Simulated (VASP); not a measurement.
Ir: equation of state with r2SCAN

Ir:

```
Ir
1.0
     0.00000    1.92643    1.92643
     1.92643    0.00000    1.92643
     1.92643    1.92643    0.00000
Ir
1
Direct
  0.00000 0.00000 0.00000
```

| Item | Value |
| --- | --- |
| Program | VASP 6.6.1 |
| Task | equation of state |
| Functional | r2SCAN |
| Potentials or basis | VASP PAW PBE potentials, release 64 (Ir) |
| Cutoff | 520 eV |
| k mesh | 10 × 10 × 10 |
| Occupations | fermi-dirac, width 0.05 eV |
| Spin | no spin polarisation |

The equilibrium volume is 14.30 Å³/atom and the bulk modulus is 379 GPa. The pressure derivative of the bulk modulus is 5.2 (rough: it moves with the points fitted).

Energy against volume, from the lowest point:
| volume (Å³/atom) | energy (meV/atom) |
| --- | --- |
| 13.727 | 29.35 |
| 14.013 | 7.02 |
| 14.299 | 0.00 |
| 14.585 | 6.53 |
| 14.870 | 25.00 |

All runs of the series together: 2.1 min on 1 thread of Intel(R) Xeon(R) Platinum 8259CL CPU @ 2.50GHz (Skylake/Cascade Lake) (shared host).

Caveat: the PAW data sets were made with another functional, which shifts forces and pressure a little. The run has no spin-orbit coupling, so splittings on Ir are missing.
